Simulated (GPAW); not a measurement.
Crystal: ZrS.

```
CELL_PARAMETERS angstrom
0.00000 2.62500 2.62500
2.62500 0.00000 2.62500
2.62500 2.62500 0.00000
ATOMIC_POSITIONS crystal
Zr 0.00000 0.00000 0.00000
S 0.50000 0.50000 0.50000
```

Program: GPAW 26.7.0. Alike in all runs: cell as given; smearing fermi-dirac 0.05 eV.

**Question.** Order these runs on this cell by their pressure, lowest first.
A. level r2SCAN; potentials or basis GPAW PAW data sets (gpaw-data 1.2.1), pw; spin SOC, no magnetisation; k mesh 7 × 7 × 7; cutoff (eV) 600; maxiter 150; band path GXWKGLUWLK,UX; band points 80; spin axis theta (degrees) 90
B. level LDA; potentials or basis the program's PAW data sets (release 1.2.1) made for this functional, pw; spin off; k mesh 7 × 7 × 7; cutoff (eV) 500; maxiter 120; convergence default
C. level PBEsol; potentials or basis PAW data sets generated in the run's folder for this functional, pw; spin SOC, no magnetisation; k mesh 7 × 7 × 7; cutoff (eV) 600; maxiter 150; band path GXWKGLUWLK,UX; band points 100; spin axis theta (degrees) 0
D. level BLYP; potentials or basis PAW data sets generated in the run's folder for this functional, pw; spin off; k mesh 9 × 9 × 9; cutoff (eV) 600; maxiter 150; band path GXWKGLUWLK,UX; band points 60
E. level LDA+U; potentials or basis the program's PAW data sets (release 1.2.1) made for this functional, pw; spin off; U Zr d U = 4.5 eV; k mesh 7 × 7 × 7; cutoff (eV) 500; maxiter 120; convergence default

**Answer.** B (-10.0 GPa), C (-6.9 GPa), E (-3.8 GPa), A (-2.2 GPa), D (4.5 GPa).

Caveats: the cutoff is short for stress and forces, so pressures can be off by a GPa or more (some runs); spin-orbit coupling was added after a scalar SCF, so levels and gaps hold it while energy, forces, pressure and moments don't (some runs); the PAW data sets were made with another functional, which shifts forces and pressure a little (some runs); U without spin polarisation on a metal has little footing (some runs).

Not every run made on this cell is shown here.
